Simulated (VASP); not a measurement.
# Sb (P2_1/m) in VASP: reference runs

Aim: a first look at Sb with PBE, on the cell as given and on a disturbed one.

Program: VASP 6.6.1. These are calculated values, not measurements. Logs are shortened: lines on timing, memory, paths and dates and some standing lists are left out, and cuts for length are marked.

## Step 1: The structure

The structure is monoclinic, space group P2_1/m (No. 11). The conventional cell has a = 4.528 Å, b = 4.421 Å, c = 6.500 Å, α = 90.00°, β = 101.72°, γ = 90.00°. Around Sb (site symmetry m) lie 3 Sb at 2.92 to 2.98 Å. Sb (site symmetry m) has 3 Sb at 2.92 to 2.98 Å as nearest neighbours.

This isn't the form of Sb at room conditions, which is rhombohedral.

## Step 2: Single point, PBE

Contents of INCAR:

```
SYSTEM = Sb
PREC = Accurate
ENCUT = 520
EDIFF = 1E-7
ISMEAR = -1
SIGMA = 0.05
LREAL = .FALSE.
LASPH = .TRUE.
NELM = 80
ALGO = Normal
ISIF = 2
LWAVE = .FALSE.
LCHARG = .FALSE.
GGA = PE
NBANDS = 18
```

Contents of KPOINTS:

```
regular mesh
0
G
  6 6 4
  0 0 0
```

Contents of POSCAR:

```
Sb
1.0
    4.5277000000      0.0000000000      0.0000000000
    0.0000000000      4.4211000000      0.0000000000
   -1.3205190000      0.0000000000      6.3643480000
Sb
4
Direct
    0.3399300000      0.2500000000      0.6836700000
    0.9366380000      0.7500000000      0.7627580000
    0.0633620000      0.2500000000      0.2372420000
    0.6600700000      0.7500000000      0.3163300000
```

Potentials or basis: VASP PAW PBE potentials, release 64 (Sb).

Run with:

```
$ cat potpaw_PBE.64/Sb/POTCAR > POTCAR
$ mpirun -np 1 vasp_std > vasp.out
```

OUTCAR:

```text
SYSTEM = Sb
   PREC = Accurate
   ENCUT = 520
   EDIFF = 1E-7
   ISMEAR = -1
   LREAL = .FALSE.
   LASPH = .TRUE.
   NELM = 80
   ISIF = 2
   GGA = PE

 ion  position               nearest neighbor table
   1  0.340  0.250  0.684-   3 2.92   2 2.98   2 2.98   2 3.45   2 3.45   4 3.75   4 3.75
   2  0.937  0.750  0.763-   4 2.92   1 2.98   1 2.98   1 3.45   1 3.45   3 3.74   3 3.74
   3  0.063  0.250  0.237-   1 2.92   4 2.98   4 2.98   4 3.45   4 3.45   2 3.74   2 3.74
   4  0.660  0.750  0.316-   2 2.92   3 2.98   3 2.98   3 3.45   3 3.45   1 3.75   1 3.75

  LATTYP: Found a simple monoclinic cell.
 ALAT       =     4.5277000000
 B/A-ratio  =     0.9764560373
 C/A-ratio  =     1.4355853266
 COS(beta)  =    -0.2031599047

  Lattice vectors:

 A1 = (   4.5277000000,   0.0000000000,   0.0000000000)
 A2 = (   0.0000000000,   4.4211000000,   0.0000000000)
 A3 = (  -1.3205190000,   0.0000000000,   6.3643480000)

Analysis of symmetry for initial positions (statically):
=====================================================================
 Subroutine PRICEL returns:
 Original cell was already a primitive cell.

 Routine SETGRP: Setting up the symmetry group for a
 simple monoclinic supercell.

 Subroutine GETGRP returns: Found  4 space group operations
 (whereof  2 operations were pure point group operations)
 out of a pool of  4 trial point group operations.

The static configuration has the point symmetry S_2 .
 The point group associated with its full space group is C_2h.

Analysis of symmetry for dynamics (positions and initial velocities):
=====================================================================
 Subroutine PRICEL returns:
 Original cell was already a primitive cell.

 Routine SETGRP: Setting up the symmetry group for a
 simple monoclinic supercell.

 Subroutine GETGRP returns: Found  4 space group operations
 (whereof  2 operations were pure point group operations)
 out of a pool of  4 trial point group operations.

The dynamic configuration has the point symmetry S_2 .
 The point group associated with its full space group is C_2h.

 Subroutine INISYM returns: Found  4 space group operations
 (whereof  2 operations are pure point group operations),
 and found     1 'primitive' translations

----------------------------------------------------------------------------------------

                                     Primitive cell

  volume of cell :     127.3978

  direct lattice vectors                    reciprocal lattice vectors
     4.527700000  0.000000000  0.000000000     0.220862690  0.000000000  0.045826120
     0.000000000  4.421100000  0.000000000     0.000000000  0.226188053  0.000000000
    -1.320519000  0.000000000  6.364348000     0.000000000  0.000000000  0.157125286

  length of vectors
     4.527700000  4.421100000  6.499899683     0.225566755  0.226188053  0.157125286

  position of ions in fractional coordinates (direct lattice)
     0.339930000  0.250000000  0.683670000
     0.936638000  0.750000000  0.762758000
     0.063362000  0.250000000  0.237242000
     0.660070000  0.750000000  0.316330000

  ion indices of the primitive-cell ions
   primitive index   ion index
                 1           1
                 2           2
                 3           3
                 4           4

----------------------------------------------------------------------------------------

 KPOINTS: regular mesh

Automatic generation of k-mesh.
 Grid dimensions read from file:
 generate k-points for:    6    6    4

 Generating k-lattice:

  Cartesian coordinates                     Fractional coordinates (reciprocal lattice)
     0.036810448  0.000000000  0.007637687     0.166666667  0.000000000  0.000000000
     0.000000000  0.037698009  0.000000000     0.000000000  0.166666667  0.000000000
     0.000000000  0.000000000  0.039281322     0.000000000  0.000000000  0.250000000

  Length of vectors
     0.037594459  0.037698009  0.039281322

  Shift w.r.t. Gamma in fractional coordinates (k-lattice)
     0.000000000  0.000000000  0.000000000

 Subroutine IBZKPT returns following result:
 ===========================================

 Found     56 irreducible k-points:

 Following reciprocal coordinates:
            Coordinates               Weight
  0.000000  0.000000  0.000000      1.000000
  0.166667  0.000000  0.000000      2.000000
  0.333333  0.000000 -0.000000      2.000000
  0.500000  0.000000 -0.000000      1.000000
  0.000000  0.166667  0.000000      2.000000
  0.166667  0.166667  0.000000      4.000000
[... 16 lines left out ...]
  0.000000  0.166667  0.250000      4.000000
  0.166667  0.166667  0.250000      4.000000
 [... further k-points ...]
   k-points           NKPTS =     56   k-points in BZ     NKDIM =     56   number of bands    NBANDS=     18
   number of dos      NEDOS =    301   number of ions     NIONS =      4
   total plane-waves  NPLWV =  62208
   dimension x,y,z NGX =    36 NGY =   36 NGZ =   48
   dimension x,y,z NGXF=    72 NGYF=   72 NGZF=   96
   ions per type =               4
   NGX,Y,Z   is equivalent  to a cutoff of  13.22, 13.54, 12.28 a.u.
   NGXF,Y,Z  is equivalent  to a cutoff of  26.44, 27.07, 24.55 a.u.
 SYSTEM =  Sb
   PREC   = accura    normal or accurate (medium, high low for compatibility)
   ISTART =      0    job   : 0-new  1-cont  2-samecut
   ICHARG =      2    charge: 1-file 2-atom 10-const
   ISPIN  =      1    spin polarized calculation?
   LNONCOLLINEAR =      F non collinear calculations
   LSORBIT =      F    spin-orbit coupling
   LASPH  =      T    aspherical Exc in radial PAW
   ENCUT  =  520.0 eV  38.22 Ry    6.18 a.u.   8.42  8.22 12.09*2*pi/ulx,y,z
   NELM   =     80;   NELMIN=  2; NELMDL= -5     # of ELM steps
   EDIFF  = 0.1E-06   stopping-criterion for ELM
   LREAL  =      F    real-space projection
   EDIFFG = 0.1E-05   stopping-criterion for IOM
   NSW    =      0    number of steps for IOM
   IBRION =     -1    ionic relax: 0-MD 1-quasi-New 2-CG
   NFREE  =      0    steps in history (QN), initial steepest desc. (CG)
   ISIF   =      2    stress and relaxation
   ISYM   =      2    0-nonsym 1-usesym 2-fastsym
   POTIM  = 0.5000    time-step for ionic-motion
   TEBEG  =    0.0;   TEEND  =   0.0 temperature during run
   PSTRESS=    0.0 pullay stress
   NELECT =      20.0000    total number of electrons
   NUPDOWN=      -1.0000    fix difference up-down
   EMIN   =  10.00;   EMAX   =-10.00  energy-range for DOS
   EFERMI =   0.00;   METHOD = LEGACY
   ISMEAR =    -1;   SIGMA  =   0.05  broadening in eV -4-tet -1-fermi 0-gaus
   EFERMI_NEDOS =   21; number of points for ismear=-14 and -15
   IALGO  =     38    algorithm
   IMIX   =      4    mixing-type and parameters
     AMIX     =   0.40;   BMIX     =  1.00
     AMIX_MAG =   1.60;   BMIX_MAG =  1.00
  volume/ion in A,a.u.               =      31.85       214.93
  Fermi-wavevector in a.u.,A,eV,Ry     =   0.883143  1.668898 10.611741  0.779941
  Thomas-Fermi vector in A             =   2.003869
   LORBIT       =      0    0 simple, 1 ext, 2 COOP (PROOUT), +10 PAW based schemes
   GGA     = PE    functional components
   LHFCALC =     F    Hartree Fock is set to
   AEXX    =    0.0000 exact exchange contribution
   IVDW    =     0    specifies the selected vdW correction
   LEPSILON=     F    determine dielectric tensor
   LRPA    =     F    only Hartree local field effects (RPA)
 non-spin polarized calculation
  energy-cutoff  :      520.00
  volume of cell :      127.40
 maximum number of plane-waves:      3454
 NGX is ok and might be reduce to    36
   NGX = 17   NGY = 17   NGZ = 25

 number of electron      19.9999999 magnetization

 Free energy of the ion-electron system (eV)
  ---------------------------------------------------
  ext. energy  EPLUGINS =         0.00000000
  ---------------------------------------------------
  free energy    TOTEN  =       -16.10140180 eV

  energy without entropy =      -16.09272980  energy(sigma->0) =      -16.09706580

 E-fermi :   6.4503     XC(G=0):  -9.3106

 val. band max:        6.4437879930   @ k =  -0.1667   0.0000   0.2500
 cond. band min:       6.4514462421   @ k =   0.3333   0.0000  -0.0000
 fundamental gap:      0.0076582490
 Fermi energy:         6.4502861354

 k-point     1 :       0.0000    0.0000    0.0000
  band No.  band energies     occupation
      1      -5.7829      2.00000
      2      -3.3618      2.00000
      3      -0.8779      2.00000
      4       0.0684      2.00000
      5       2.2267      2.00000
      6       3.0107      2.00000
[... 10 lines left out ...]
     17      10.4021      0.00000
     18      11.9378      0.00000

 k-point     2 :       0.1667    0.0000    0.0000
  band No.  band energies     occupation
      1      -5.6070      2.00000
      2      -3.2339      2.00000
      3      -1.4699      2.00000
      4      -0.0677      2.00000
      5       2.0002      2.00000
      6       3.2196      2.00000
[... 10 lines left out ...]
     17      10.4362      0.00000
     18      11.9950      0.00000

 k-point     3 :       0.3333    0.0000   -0.0000
  band No.  band energies     occupation
      1      -5.1183      2.00000
      2      -2.9877      2.00000
      3      -2.4671      2.00000
      4      -0.6958      2.00000
      5       2.2416      2.00000
      6       3.8012      2.00000
[... 10 lines left out ...]
     17      11.8537      0.00000
     18      12.3070      0.00000

 k-point     4 :       0.5000    0.0000   -0.0000
  band No.  band energies     occupation
      1      -4.6749      2.00000
      2      -3.3989      2.00000
      3      -2.4543      2.00000
      4      -1.1665      2.00000
      5       2.7067      2.00000
      6       4.1297      2.00000
[... 10 lines left out ...]
     17      12.8817      0.00000
     18      13.1644      0.00000

 k-point     5 :       0.0000    0.1667    0.0000
  band No.  band energies     occupation
      1      -5.5835      2.00000
      2      -3.1703      2.00000
      3      -1.5285      2.00000
      4      -0.0476      2.00000
      5       2.0257      2.00000
      6       3.2906      2.00000
[... 10 lines left out ...]
     17      10.3597      0.00000
     18      11.8041      0.00000

 k-point     6 :       0.1667    0.1667    0.0000
  band No.  band energies     occupation
      1      -5.4107      2.00000
      2      -3.0457      2.00000
      3      -1.8145      2.00000
      4      -0.2503      2.00000
      5       2.0354      2.00000
      6       2.6754      2.00000
[... 10 lines left out ...]
     17      10.8409      0.00000
     18      12.1709      0.00000

 k-point     7 :       0.3333    0.1667   -0.0000
  band No.  band energies     occupation
      1      -4.9332      2.00000
      2      -2.8292      2.00000
      3      -2.4853      2.00000
      4      -0.7535      2.00000
      5       2.3993      2.00000
      6       2.5168      2.00000
[... 10 lines left out ...]
     17      12.0752      0.00000
     18      12.7305      0.00000

 k-point     8 :       0.5000    0.1667   -0.0000
  band No.  band energies     occupation
      1      -4.5039      2.00000
      2      -3.2854      2.00000
      3      -2.3596      2.00000
      4      -1.1191      2.00000
      5       2.7764      2.00000
      6       2.8702      2.00000
[... 10 lines left out ...]
     17      12.5241      0.00000
     18      12.5530      0.00000
[... 229 lines left out ...]
     17      11.6875      0.00000
     18      13.2366      0.00000

 k-point    20 :       0.5000    0.0000    0.2500
  band No.  band energies     occupation
      1      -4.5708      2.00000
      2      -3.3026      2.00000
      3      -2.8932      2.00000
      4      -1.0299      2.00000
      5       2.7391      2.00000
      6       4.4676      2.00000
[... 10 lines left out ...]
     17      12.7064      0.00000
     18      12.8629      0.00000

 k-point    21 :      -0.3333    0.0000    0.2500
  band No.  band energies     occupation
      1      -5.0644      2.00000
      2      -3.1078      2.00000
      3      -2.4502      2.00000
      4      -0.7336      2.00000
      5       2.2331      2.00000
      6       3.8764      2.00000
[... 10 lines left out ...]
     17      11.8481      0.00000
     18      12.2341      0.00000

 k-point    22 :      -0.1667    0.0000    0.2500
  band No.  band energies     occupation
      1      -5.5138      2.00000
      2      -3.5278      2.00000
      3      -1.4187      2.00000
      4       0.1337      2.00000
      5       2.1978      2.00000
      6       3.3310      2.00000
[... 10 lines left out ...]
     17      10.9786      0.00000
     18      11.9848      0.00000

 k-point    23 :       0.0000    0.1667    0.2500
  band No.  band energies     occupation
      1      -5.4455      2.00000
      2      -3.5835      2.00000
      3      -1.4905      2.00000
      4       0.1327      2.00000
      5       2.5480      2.00000
      6       3.4444      2.00000
[... 10 lines left out ...]
     17      10.5930      0.00000
     18      11.6906      0.00000

 k-point    24 :       0.1667    0.1667    0.2500
  band No.  band energies     occupation
      1      -5.2352      2.00000
      2      -3.5338      2.00000
      3      -1.8326      2.00000
      4      -0.0630      2.00000
      5       2.6480      2.00000
      6       3.0448      2.00000
[... 10 lines left out ...]
     17      11.0723      0.00000
     18      11.8989      0.00000

 [... further k-points ...]
[... 5 lines left out ...]
  --------------------------------------------------------------------------------------
  -------------------------------------------------------------------------------------
  Total        0.0847183     -0.2376959      0.4540217      0.0000000      0.0000000      0.3106906
  in kB        1.0654325     -2.9893059      5.7098578      0.0000000      0.0000000      3.9073000
  external PRESSURE =       1.2619948 kB  Pullay stress =       0.0000000 kB

 VOLUME and BASIS-vectors are now :
 -----------------------------------------------------------------------------
  energy-cutoff  :      520.00
  volume of cell :      127.40
      direct lattice vectors                 reciprocal lattice vectors
     4.527700000  0.000000000  0.000000000     0.220862690  0.000000000  0.045826120
     0.000000000  4.421100000  0.000000000     0.000000000  0.226188053  0.000000000
    -1.320519000  0.000000000  6.364348000     0.000000000  0.000000000  0.157125286

 POSITION                                       TOTAL-FORCE (eV/Angst)
 -----------------------------------------------------------------------------------
      0.63630      1.10528      4.35111        -0.009037      0.000000      0.145010
      3.23358      3.31583      4.85446         0.083550     -0.000000      0.041745
     -0.02640      1.10528      1.50989        -0.083550      0.000000     -0.041745
      2.57088      3.31583      2.01323         0.009037     -0.000000     -0.145010
 -----------------------------------------------------------------------------------
    total drift:                                0.000000      0.000000     -0.000000

  FREE ENERGIE OF THE ION-ELECTRON SYSTEM (eV)
  ---------------------------------------------------
  free  energy   TOTEN  =       -16.1014017986 eV

  energy  without entropy=      -16.0927298044  energy(sigma->0) =      -16.09706580
```

Run time: 78 s. Hardware: 1 thread of Intel Xeon Platinum 8488C (Sapphire Rapids), shared host; peak memory 0.28 GiB.

What came out:

| Quantity | Value |
| --- | --- |
| Free energy | -16.1014 eV |
| Pressure | 0.1 GPa |
| Largest force | 0.145 eV/Å |
| Band gap on the k mesh | none (metal or under the smearing width) |

Forces in eV/Å, atoms in the order of the input:
```
Sb  -0.009  0.000  0.145
Sb   0.084  0.000  0.042
Sb  -0.084  0.000 -0.042
Sb   0.009  0.000 -0.145
```

Levels at points of the mesh, in eV from the Fermi level:
```csv
k point,band 7,band 8,band 9,band 10,band 11,band 12,band 13,band 14
"(0.00, 0.00, 0.00)",-2.77,-2.13,-1.38,-0.14,2.02,2.69,2.93,3.04
"(0.50, 0.00, 0.00)",-2.11,-1.09,-0.91,-0.69,0.27,1.10,1.28,1.45
"(0.00, 0.50, 0.00)",-1.41,-1.41,-1.10,-1.10,0.42,0.42,1.32,1.32
"(0.50, 0.50, 0.00)",-3.50,-3.50,-2.29,-2.29,0.85,0.85,4.99,4.99
"(0.00, 0.00, 0.50)",-2.46,-2.12,-1.74,-1.57,0.66,1.86,2.17,2.99
"(0.50, 0.00, 0.50)",-1.79,-1.04,-0.87,-0.70,-0.34,0.75,1.07,1.22
"(0.00, 0.50, 0.50)",-1.62,-1.62,-0.85,-0.85,0.13,0.13,0.96,0.96
"(0.50, 0.50, 0.50)",-3.82,-3.82,-1.27,-1.27,1.94,1.94,3.56,3.56
```

The run has no spin-orbit coupling, so splittings on Sb are missing.

(Continued in part 2 of 2.)
